**Question**

The table describes tin monoxide in the zincblende structure, where each tin atom sits at the centre of a tetrahedron of oxygen. This is a hypothetical form; ordinary SnO is layered. The bulk modulus is the resistance to uniform compression.

Zincblende SnO (F-43m) by density functional, tight-binding and semi-empirical methods, without spin polarization or spin-orbit coupling. Gaps and times are for single points on the r2SCAN-relaxed cell, with overlapping bands printed as a zero gap; volumes and bulk moduli are each method's own. The coarse-settings run uses a 260 eV cutoff and a 4×4×4 k mesh.

```csv
name,kind,band gap (eV),volume per atom (Å³),bulk modulus (GPa),atoms computed,"rough processor time, order of size (s)"
PBE coarse-settings,low cutoff and mesh,0.000,n/a,n/a,2,0.9
GFN1-xTB tblite,tight binding,1.866,18.539,114.00,64,2
PBE,semilocal,0.000,20.539,62.70,2,2
PM6,semi-empirical,3.686,n/a,n/a,64,2
PBE sz-orbitals,small basis,0.000,n/a,n/a,2,4
GFN2-xTB tblite,tight binding,0.965,n/a,n/a,64,5
r2SCAN,semilocal,0.000,19.863,70.70,2,6
PBE SZV,small basis,0.000,n/a,n/a,2,8
PBE DZVP,small basis,0.000,21.232,59.30,2,20
PM7,semi-empirical,3.848,n/a,n/a,64,20
```

(a) Why do some methods give a band gap and others none?

(b) Why do the methods disagree so much about the stiffness?

(c) The coarse-settings run and the standard PBE run, which uses a 420 eV cutoff and an 8×8×8 k mesh, also gave the following results on the same cell. The coarse cutoff is below the recommended one.

- Top of the highest filled band, at the point W: 8.624 eV (coarse) and 8.670 eV (standard)
- Bottom of the next band, at the point X: 8.410 eV and 8.480 eV
- Total energy per cell: −6589.12 eV and −6590.77 eV
- Pressure: 0.51 GPa and 2.39 GPa

Taking the standard run as the reference, which results of the coarse run could you use, and why?

**Model answer**

**(a) The gap.** The gap follows the kind of method and not its cost. PBE DZVP and PM7 take roughly the same processor time, yet one gives no gap and the other 3.85 eV. All six density functional rows print zero, while the four tight-binding and semi-empirical rows print between 0.97 and 3.85 eV.

The zero can be understood by counting electrons. Apart from the deep 4d shell of tin, each SnO unit has ten valence electrons, which fill five bands. An ordinary zincblende semiconductor has eight and fills four, with its gap just above them. The extra pair in SnO is the 5s pair that divalent tin keeps, and it goes into what would normally be the lowest conduction band. Near its top, that band should be an antibonding mixture of tin 5s and oxygen 2p, with a large share of each. The next one should be mainly tin 5p. Ten electrons can fill five bands exactly, but that doesn't guarantee a gap: if the fifth and sixth bands overlap in energy, both end up partly filled.

The band energies of the PBE run show such an overlap, though they don't reveal the orbital character. The highest filled band peaks at the point W of the Brillouin zone, 0.19 eV above the lowest point of the next band, at X. Electrons therefore spill from one band into the other, and in this calculation the crystal is a semimetal. At each single point reported the two bands stay apart, by at least 0.09 eV, though they may still meet somewhere between these points.

In layered SnO, tin moves off centre. Its empty 5p orbitals can then mix into the top filled states, which lowers these and helps to open a gap. The symmetric tetrahedral site holds tin in the middle and largely denies it this way out.

The gaps of PM6 and PM7 have a known origin. They are differences between Hartree-Fock orbital energies, in which an added electron feels the repulsion of all the others without their moving aside to screen it. In a solid such screening is strong, so these gaps usually come out far too large. The two methods agree within 0.2 eV, but they share this construction, which makes their agreement weak evidence for an insulator.

The two xTB methods take their parameters from fits to molecules, and their gaps differ by 0.9 eV. The gap thus depends strongly on the form and fit of the model, so it is weak evidence too. A small basis alone is a poor explanation: PBE with a single-zeta basis, the smallest possible, removes almost the whole overlap of 0.19 eV but opens no gap. A shift of that size is far too small to explain gaps of 0.97 eV and more. This is only a rough test, because so small a basis can place the empty bands far off, and the run also uses a different k mesh. Sparse sampling is a poor explanation as well. The four rows with a gap treat a block of 64 atoms at few k points, but a cube of that size still includes both X and W, the points between which the PBE bands overlap.

**(b) The stiffness.** The four methods with a computed modulus fall into a simple order: the larger the volume, the softer the crystal. A shorter bond sits on a steeper part of the repulsion between the atoms, so each further step of compression costs more. A method that makes the bond too long therefore tends to make the crystal too soft as well.

The size of this effect can be estimated. For many solids the modulus *B* rises by about 4 GPa for each GPa of pressure. Since *B* itself is the pressure needed per relative loss of volume *V*, it follows that *B* varies roughly as 1/*V*⁴. Carrying the PBE modulus over to the smaller r2SCAN volume gives

62.7 GPa × (20.539/19.863)⁴ ≈ 71.7 GPa,

against 70.7 GPa computed with r2SCAN. On this estimate the two functionals disagree about the length of the bond and hardly at all about its stiffness at a given length. With an exponent of 5 the two moduli would still agree within 5%. PBE is known to make bonds in solids somewhat too long. r2SCAN also uses the kinetic energy density of the electrons, which helps it to tell kinds of bonding apart. Its bonds in solids are generally shorter than those of PBE.

GFN1-xTB fits this picture only in part. Its modulus is 1.61 times that of r2SCAN, and its smaller volume accounts for a factor of about 1.32. The remaining factor, 1.61/1.32 ≈ 1.22, belongs to a bond that is stiffer even at equal length. With an exponent of 5 instead of 4 it shrinks to about 1.14, so its size is much less certain than its direction. The pressure that GFN1-xTB gives on the r2SCAN cell fits the exponent of 5 slightly better. That favours the smaller factor, though only weakly, since computed pressures carry some numerical noise. Because the method is fitted to molecules, its pressures in solids can also be far off, so the extra stiffness may say more about the model than about SnO.

PBE DZVP is the irregular row among the density functional results. Its volume is 3.4% above that of plane-wave PBE, although the functional is the same. That is as large as the step from r2SCAN to PBE. Brought to the r2SCAN volume in the same way, its modulus would be about 77 GPa, so volume alone doesn't explain this row either. The basis and other program settings change together here, so the difference can't be assigned to the basis alone.

**(c) The coarse run.** Its band overlap is usable, but its total energy and its pressure are not. The overlap differs from that of the standard PBE run by only 0.02 eV, while the total energy is off by 1.65 eV per cell. The overlap is a difference between two band edges. Both move down by less than a tenth of an electronvolt, so much of the shift cancels. The total energy instead gathers the errors of all the electrons, and compact states such as tin 4d, which need many plane waves, probably add a large part.

The pressure has no such protection. It is worked out for a fixed set of plane waves, which stretch with the cell. If there are too few of them, the description worsens as the cell expands, and the crystal seems to resist expansion. This false tension, called Pulay stress, lowers the computed pressure. Here the pressure is 1.9 GPa below that of the standard run. The sign is the expected one, but the size of the Pulay stress can't be read from this difference, because the k mesh changes too, the standard run may keep some of the same error, and both pressures carry some noise from the numerical grid. Taken at face value, the difference would shift the volume by about 3%, enough to hide nearly the whole difference between PBE and r2SCAN.

**Remarks on the reasoning**

A weak answer to (a) counts votes, six against four. A good one asks how each method produces its number, because methods built alike repeat the same error. A weak answer to (b) ranks the methods by modulus. A good one first brings the crystals to the same volume, and only then asks which bonds are really stiffer.

The best answers also notice that the metallic state isn't settled. Semilocal functionals such as PBE and r2SCAN usually place empty bands too low, and an overlap of 0.19 eV is small beside their typical gap errors. Spin-orbit coupling, left out here, can also shift tin 5p bands by an amount that matters on this scale. Would the overlap survive a hybrid functional, which mixes in part of the Hartree-Fock exchange, once spin-orbit coupling is included?

Output of the analysis:

```
Volume and stiffness against r2SCAN:
              row  volume change %  Sn-O bond A  modulus at r2SCAN volume GPa (derivative 4)  same (derivative 5)  estimated pressure on r2SCAN cell GPa
  GFN1-xTB tblite           -6.666        2.292                                        86.51                80.74                                 -6.872
              PBE            3.403        2.371                                        71.68                74.12                                  2.245
           r2SCAN                0        2.345                                         70.7                 70.7                                      0
         PBE DZVP            6.892        2.398                                        77.42                82.75                                  4.529
Number of rows with zero gap: 6
GFN1-xTB gap less GFN2-xTB gap, eV: 0.901
PM7 gap less PM6 gap, eV: 0.162
Filled bands beyond four, without the ten Sn 4d electrons: 1
PBE band overlap, top at W less bottom at X, eV: 0.1907
PBE smallest direct gap at the reported points, eV: 0.08965
Coarse PBE overlap less PBE overlap, eV: 0.02263
PBE overlap less single-zeta PBE overlap, eV: 0.1859
Coarse PBE total energy less PBE total energy, eV a cell: 1.653
PBE pressure on the r2SCAN cell in the outputs, GPa: 2.395
GFN1-xTB pressure on the r2SCAN cell in the outputs, GPa: -6.621
Coarse PBE pressure less PBE pressure, GPa: -1.882
Volume error that this pressure error would cause, %: 3.001
PBE DZVP volume above plane-wave PBE, %: 3.374
Largest over smallest modulus, each at its own volume: 1.922
Largest over smallest modulus at the r2SCAN volume, derivative 4: 1.224
GFN1-xTB modulus over r2SCAN modulus: 1.612
Part of that ratio from the smaller volume, derivative 4: 1.318
```
